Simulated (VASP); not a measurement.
# MoS2 in VASP: a series of runs

The runs below take MoS2 through dielectric tensor, optical spectrum, density of states, electric field gradients, core levels, with PBEsol.

All numbers are computed with VASP 6.6.1; they aren't measurements. Logs are shortened: lines on timing, memory, paths and dates and some standing lists are left out, and cuts for length are marked.

## 1. The structure

The cell holds a slab with vacuum, 12 atoms: a = 3.184 Å, b = 3.184 Å, c = 34.479 Å, α = 90.00°, β = 90.00°, γ = 120.00°.

## 2. Dielectric tensor, PBEsol

The input, INCAR:

```
ALGO     = Fast           # electronic algorithm
EDIFF    = 1E-8           # SCF threshold, eV
ENCUT    = 520            # plane-wave cutoff, eV
GGA      = PS             # functional
ISIF     = 2              # what is computed and relaxed
ISMEAR   = 0              # smearing method
LASPH    = True           # aspherical terms in the spheres
LCHARG   = False          # write CHGCAR
LEPSILON = True           # dielectric tensor by DFPT
LREAL    = False          # projectors in reciprocal space
LWAVE    = False          # write WAVECAR
NELM     = 100            # most SCF steps
PREC     = Accurate       # precision mode
SIGMA    = 0.02           # smearing width, eV
```

The input, KPOINTS:

```
k-points
0
Gamma
  5 5 1
```

The input, POSCAR:

```
MoS2
1.0
    3.1837189491      0.0000000000      0.0000000000
   -1.5918594745      2.7571814884      0.0000000000
    0.0000000000      0.0000000000     34.4792384800
Mo S
4 8
Direct
    0.3333333333      0.6666666667      0.0935556300
    0.3333333333      0.6666666667      0.7209030300
    0.6666666667      0.3333333333      0.2790969700
    0.6666666667      0.3333333333      0.9064443700
    0.6666666667      0.3333333333      0.0485463000
    0.6666666667      0.3333333333      0.6759117500
    0.3333333333      0.6666666667      0.2340896600
    0.3333333333      0.6666666667      0.8614313100
    0.6666666667      0.3333333333      0.1385686900
    0.6666666667      0.3333333333      0.7659103400
    0.3333333333      0.6666666667      0.3240882500
    0.3333333333      0.6666666667      0.9514537000
```

Potentials or basis: VASP PAW PBE potentials, release 64 (Mo_sv, S).

Started as:

```
$ cat potpaw_PBE.64/Mo_sv/POTCAR potpaw_PBE.64/S/POTCAR > POTCAR
$ mpirun -np 1 vasp_std > vasp.out
```

OUTCAR:

```text
EDIFF = 1E-8
   ENCUT = 520
   GGA = PS
   ISIF = 2
   ISMEAR = 0
   LASPH = True
   LEPSILON = True
   LREAL = False
   NELM = 100
   PREC = Accurate

 ion  position               nearest neighbor table
   1  0.333  0.667  0.094-   5 2.41   5 2.41   5 2.41   9 2.41   9 2.41   9 2.41
   2  0.333  0.667  0.721-   6 2.41   6 2.41   6 2.41  10 2.41  10 2.41  10 2.41
   3  0.667  0.333  0.279-  11 2.41  11 2.41  11 2.41   7 2.41   7 2.41   7 2.41
   4  0.667  0.333  0.906-  12 2.41  12 2.41  12 2.41   8 2.41   8 2.41   8 2.41
   5  0.667  0.333  0.049-   1 2.41   1 2.41   1 2.41
   6  0.667  0.333  0.676-   2 2.41   2 2.41   2 2.41
   7  0.333  0.667  0.234-   3 2.41   3 2.41   3 2.41
   8  0.333  0.667  0.861-   4 2.41   4 2.41   4 2.41
   9  0.667  0.333  0.139-   1 2.41   1 2.41   1 2.41
  10  0.667  0.333  0.766-   2 2.41   2 2.41   2 2.41
  11  0.333  0.667  0.324-   3 2.41   3 2.41   3 2.41
  12  0.333  0.667  0.951-   4 2.41   4 2.41   4 2.41

  LATTYP: Found a hexagonal cell.
 ALAT       =     3.1837189491
 C/A-ratio  =    10.8298625071

  Lattice vectors:

 A1 = (   3.1837189491,   0.0000000000,   0.0000000000)
 A2 = (  -1.5918594745,   2.7571814884,   0.0000000000)
 A3 = (   0.0000000000,   0.0000000000,  34.4792384800)

Analysis of symmetry for initial positions (statically):
=====================================================================
 Subroutine PRICEL returns:
 Original cell was already a primitive cell.

 Routine SETGRP: Setting up the symmetry group for a
 hexagonal supercell.

 Subroutine GETGRP returns: Found 12 space group operations
 (whereof 12 operations were pure point group operations)
 out of a pool of 24 trial point group operations.

The static configuration has the point symmetry D_3d.

Analysis of symmetry for dynamics (positions and initial velocities):
=====================================================================
 Subroutine PRICEL returns:
 Original cell was already a primitive cell.

 Routine SETGRP: Setting up the symmetry group for a
 hexagonal supercell.

 Subroutine GETGRP returns: Found 12 space group operations
 (whereof 12 operations were pure point group operations)
 out of a pool of 24 trial point group operations.

The dynamic configuration has the point symmetry D_3d.

 Subroutine INISYM returns: Found 12 space group operations
 (whereof 12 operations are pure point group operations),
 and found     1 'primitive' translations

[... 512 lines left out ...]
          11.776660     0.000000    -0.000000
           0.000000    11.776660    -0.000000
          -0.000000     0.000000     6.723775
 ------------------------------------------------------

 Free energy of the ion-electron system (eV)
  ---------------------------------------------------
  ---------------------------------------------------
  free energy    TOTEN  =        -8.94122522 eV

  energy without entropy =       -8.94122522

------------------------ aborting loop because EDIFF is reached ----------------------------------------

--------------------------------------- Ionic step        2  -------------------------------------------

------------------------ aborting loop because EDIFF is reached ----------------------------------------

--------------------------------------- Ionic step        3  -------------------------------------------

 Free energy of the ion-electron system (eV)
  ---------------------------------------------------
  ---------------------------------------------------
  free energy    TOTEN  =        -1.31737359 eV

  energy without entropy =       -1.31737359

------------------------ aborting loop because EDIFF is reached ----------------------------------------

 PIEZOELECTRIC TENSOR FIELD DIRECTION 3  (e Angst)
 -----------------------------------------------------------------------------
    -0.01478  0.00000 -0.00000           (  0.00002  0.00000 -0.00000)
    -0.00000 -0.01478 -0.00000           (  0.00000  0.00002  0.00000)
    -0.00000  0.00000  0.00494           ( -0.00000  0.00000  0.00000)

 PIEZOELECTRIC TENSOR FIELD DIRECTION 3  (C/m^2)
 -----------------------------------------------------------------------------
    -0.00078  0.00000 -0.00000
    -0.00000 -0.00078 -0.00000
    -0.00000  0.00000  0.00026

 MACROSCOPIC STATIC DIELECTRIC TENSOR (including local field effects in DFT)
 ------------------------------------------------------
          11.124334     0.000000     0.000000
           0.000000    11.124334    -0.000000
          -0.000000     0.000000     2.509007
 ------------------------------------------------------

 PIEZOELECTRIC TENSOR (including local field effects)  for field in x, y, z        (e  Angst)
          XX          YY          ZZ          XY          YZ          ZX
  --------------------------------------------------------------------------------
  x     0.00000     0.00000     0.00000     0.00000     0.00000     0.00000
  y     0.00000     0.00000     0.00000     0.00000     0.00000     0.00000
  z     0.00000     0.00000     0.00000     0.00000     0.00000     0.00000

 PIEZOELECTRIC TENSOR (including local field effects)  for field in x, y, z        (C/m^2)
          XX          YY          ZZ          XY          YZ          ZX
  --------------------------------------------------------------------------------
  x     0.00000     0.00000     0.00000     0.00000     0.00000     0.00000
  y     0.00000     0.00000     0.00000     0.00000     0.00000     0.00000
  z     0.00000     0.00000     0.00000     0.00000     0.00000     0.00000

 BORN EFFECTIVE CHARGES (including local field effects) (in |e|, cummulative output)
 ---------------------------------------------------------------------------------
 ion    1
    1    -1.08072    -0.00000     0.00000
    2    -0.00000    -1.08072     0.00000
    3    -0.00000    -0.00000    -0.16563
 ion    2
    1    -1.08123    -0.00000    -0.00000
    2    -0.00000    -1.08123     0.00000
    3    -0.00000     0.00000    -1.40025
 ion    3
    1    -1.08123    -0.00000     0.00000
    2    -0.00000    -1.08123     0.00000
    3    -0.00000     0.00000    -1.40025
 ion    4
    1    -1.08072    -0.00000     0.00000
    2    -0.00000    -1.08072     0.00000
    3     0.00000    -0.00000    -0.16563
 ion    5
[... 16 lines left out ...]
    1     0.54290     0.00000     0.00000
    2     0.00000     0.54290     0.00000
    3     0.00000    -0.00000     0.50817
 ion   10
    1     0.54162     0.00000     0.00000
    2     0.00000     0.54162     0.00000
    3    -0.00000     0.00000    -0.16441
 ion   11
    1     0.53464     0.00000    -0.00000
    2     0.00000     0.53464     0.00000
    3    -0.00000    -0.00000     1.05532
 ion   12
    1     0.54278     0.00000     0.00000
    2     0.00000     0.54278     0.00000
    3     0.00000    -0.00000     0.16680
```

stdout:

```text
POSCAR found type information on POSCAR MoS
 POSCAR found :  2 types and      12 ions
 scaLAPACK will be used
 -----------------------------------------------------------------------------
|                                                                             |
|                                                                             |
|     You enforced a specific xc type in the INCAR file but a different       |
[... 28 lines left out ...]
  Direction:   1
 dielectric tensor                  component  1 :    11.124     0.004     0.018
 Linear response to external field, progress :
  Direction:   2
 dielectric tensor                  component  2 :     0.004    11.124    -0.000
 Linear response to external field, progress :
  Direction:   3
 dielectric tensor                  component  3 :     0.006     0.001     2.509
 Born effective charges drift removed
```

Run time: 34 min. Hardware: 1 thread of Intel Xeon Platinum 8488C (Sapphire Rapids), shared host; peak memory 0.69 GiB.

Results:

| Property | Result |
| --- | --- |
| Band gap on the k mesh | 1.23 eV, indirect (least direct gap 2.22 eV) |
| Electronic dielectric tensor (diagonal) | 11.12, 11.12, 2.51 |
| Born charges (mean of the diagonal) | Mo -0.78, -1.19; S +0.42, +0.71, +0.31, +0.53 e |

Electronic dielectric tensor:
```
11.12  0.00  0.00
 0.00 11.12  0.00
 0.00  0.00  2.51
```

Born effective charge tensors (e):
atom 1, Mo
```
-1.08  0.00  0.00
 0.00 -1.08  0.00
 0.00  0.00 -0.17
```
atom 2, Mo
```
-1.08  0.00  0.00
 0.00 -1.08  0.00
 0.00  0.00 -1.40
```
atom 3, Mo
```
-1.08  0.00  0.00
 0.00 -1.08  0.00
 0.00  0.00 -1.40
```
atom 4, Mo
```
-1.08  0.00  0.00
 0.00 -1.08  0.00
 0.00  0.00 -0.17
```
atom 5, S
```
0.54 0.00 0.00
0.00 0.54 0.00
0.00 0.00 0.17
```
atom 6, S
```
0.53 0.00 0.00
0.00 0.53 0.00
0.00 0.00 1.06
```
atom 7, S
```
 0.54  0.00  0.00
 0.00  0.54  0.00
 0.00  0.00 -0.16
```
atom 8, S
```
0.54 0.00 0.00
0.00 0.54 0.00
0.00 0.00 0.51
```
atom 9, S
```
0.54 0.00 0.00
0.00 0.54 0.00
0.00 0.00 0.51
```
atom 10, S
```
 0.54  0.00  0.00
 0.00  0.54  0.00
 0.00  0.00 -0.16
```
atom 11, S
```
0.53 0.00 0.00
0.00 0.53 0.00
0.00 0.00 1.06
```
atom 12, S
```
0.54 0.00 0.00
0.00 0.54 0.00
0.00 0.00 0.17
```

Caveat: the k mesh is coarse (spacing up to 0.46 Å⁻¹), so the values aren't converged; the PAW data sets were made with another functional, which shifts forces and pressure a little.

## 3. Optical spectrum, PBEsol

The input, INCAR:

```
PREC = Accurate
ENCUT = 520
EDIFF = 1E-7
ISMEAR = 0
SIGMA = 0.02
LREAL = F
LASPH = T
NELM = 100
ALGO = Normal
ISIF = 2
LWAVE = F
LCHARG = F
GGA = PS
LOPTICS = T
NBANDS = 84
NEDOS = 2000
CSHIFT = 0.1
```

The input, KPOINTS:

```
regular mesh
0
Gamma
  7 7 1
```

POSCAR is that of step 2.

Potentials or basis: VASP PAW PBE potentials, release 64 (Mo_sv, S).

Started as:

```
$ cat potpaw_PBE.64/Mo_sv/POTCAR potpaw_PBE.64/S/POTCAR > POTCAR
$ mpirun -np 1 vasp_std > vasp.out
```

OUTCAR:

```text
PREC = Accurate
   ENCUT = 520
   EDIFF = 1E-7
   ISMEAR = 0
   LREAL = F
   LASPH = T
   NELM = 100
   ISIF = 2
   GGA = PS

 ion  position               nearest neighbor table
   1  0.333  0.667  0.094-   5 2.41   5 2.41   5 2.41   9 2.41   9 2.41   9 2.41
   2  0.333  0.667  0.721-   6 2.41   6 2.41   6 2.41  10 2.41  10 2.41  10 2.41
   3  0.667  0.333  0.279-  11 2.41  11 2.41  11 2.41   7 2.41   7 2.41   7 2.41
[... 903 lines left out ...]
     4.29710     4.75158     4.75158     9.56842     0.00000     0.00000    -0.00000
[... 92 lines left out ...]
    84.22326     0.95790     0.95790     0.95751    -0.00000     0.00000     0.00000
    85.08268     0.95881     0.95881     0.95842    -0.00000     0.00000     0.00000

  frequency dependent IMAGINARY DIELECTRIC FUNCTION (independent particle, no local field effects) current-current
     E(ev)      X         Y         Z        XY        YZ        ZX
  --------------------------------------------------------------------------------------------------------------
     0.00000    47.68100    47.68100    24.89231     0.00000    -0.00000    -0.00000
     0.85942     2.78047     2.78047     1.32167     0.00000    -0.00000    -0.00000
     1.71884     2.99230     2.99230     0.83831     0.00000    -0.00000    -0.00000
     2.57826    22.33629    22.33629     2.33866     0.00000     0.00000     0.00000
     3.43768    11.58174    11.58174     3.79282     0.00000    -0.00000     0.00000
     4.29710     9.83014     9.83014     3.13835     0.00000     0.00000    -0.00000
[... 92 lines left out ...]
    84.22326     0.00001     0.00001     0.00001     0.00000    -0.00000    -0.00000
    85.08268     0.00001     0.00001     0.00001     0.00000    -0.00000    -0.00000

  frequency dependent      REAL DIELECTRIC FUNCTION (independent particle, no local field effects) current-current
     E(ev)        X           Y           Z          XY          YZ          ZX
  --------------------------------------------------------------------------------------------------------------
     0.00000    11.20328    11.20328     6.33954     0.00000    -0.00000    -0.00000
     0.85942    11.99610    11.99610     6.49953     0.00000    -0.00000    -0.00000
     1.71884    16.23046    16.23046     7.12063     0.00000    -0.00000    -0.00000
     2.57826    14.59742    14.59742     7.65700     0.00000    -0.00000    -0.00000
     3.43768    -2.51808    -2.51808     7.67829    -0.00000    -0.00000     0.00000
     4.29710     4.30570     4.30570     9.44235     0.00000    -0.00000    -0.00000
[... 92 lines left out ...]
    84.22326     0.95792     0.95792     0.95752    -0.00000     0.00000     0.00000
    85.08268     0.95882     0.95882     0.95843    -0.00000     0.00000     0.00000
```

Run time: 5.9 min. Hardware: 1 thread of Intel Xeon Platinum 8488C (Sapphire Rapids), shared host; peak memory 0.63 GiB.

What came out:

```yaml
Free_energy: -93.7123 eV
Largest_force: 0.145 eV/Å
Band_gap_on_the_k_mesh: 1.27 eV, indirect (least direct gap 2.09 eV)
```

Forces on the atoms (eV/Å):
```
Mo   0.000  0.000  0.000
Mo   0.000  0.000 -0.006
Mo   0.000  0.000  0.006
Mo   0.000  0.000  0.000
S    0.000  0.000  0.124
S    0.000  0.000  0.145
S    0.000  0.000  0.122
S    0.000  0.000  0.128
S    0.000  0.000 -0.128
S    0.000  0.000 -0.122
S    0.000  0.000 -0.145
S    0.000  0.000 -0.124
```

Dielectric function (mean over the directions given):
| energy (eV) | real part | imaginary part |
| --- | --- | --- |
| 0.26 | 9.66 | 0.04 |
| 0.69 | 9.98 | 0.11 |
| 1.20 | 10.91 | 0.27 |
| 1.72 | 13.30 | 0.84 |
| 2.23 | 13.23 | 7.35 |
| 2.75 | 7.91 | 12.14 |
| 3.27 | 2.64 | 12.19 |
| 3.78 | 4.42 | 7.22 |
| 4.21 | 5.89 | 6.33 |
| 4.73 | 2.72 | 11.26 |
| 5.24 | 0.92 | 9.90 |
| 5.76 | -2.14 | 7.86 |
| 6.27 | -1.68 | 5.20 |
| 6.79 | -1.83 | 4.42 |
| 7.31 | -0.58 | 3.58 |
| 7.82 | -0.73 | 2.79 |
| 8.25 | -0.08 | 2.63 |
| 8.77 | 0.23 | 2.98 |
| 9.28 | 0.16 | 3.24 |
| 9.80 | -1.08 | 4.15 |
| 10.31 | -0.06 | 3.23 |
| 10.83 | -1.78 | 2.90 |
| 11.34 | -1.63 | 2.71 |
| 11.86 | -2.02 | 1.59 |
| 12.29 | -1.82 | 1.36 |
| 12.81 | -1.57 | 0.96 |
| 13.32 | -1.28 | 0.68 |
| 13.84 | -0.89 | 0.55 |
| 14.35 | -0.83 | 0.44 |
| 14.87 | -0.62 | 0.29 |
| 15.38 | -0.57 | 0.21 |
| 15.90 | -0.37 | 0.10 |
| 16.33 | -0.25 | 0.09 |
| 16.84 | -0.14 | 0.04 |
| 17.36 | -0.02 | 0.02 |
| 17.88 | 0.08 | 0.02 |
| 18.39 | 0.16 | 0.02 |
| 18.91 | 0.22 | 0.02 |
| 19.42 | 0.28 | 0.02 |
| 19.94 | 0.33 | 0.02 |

Caveat: spectra need much finer meshes, so this one isn't converged; independent-particle spectra lack excitons; the PAW data sets were made with another functional, which shifts forces and pressure a little. PBEsol gaps usually lie below the measured ones, often by a third to a half.

(Part 1 of 3 ends here.)
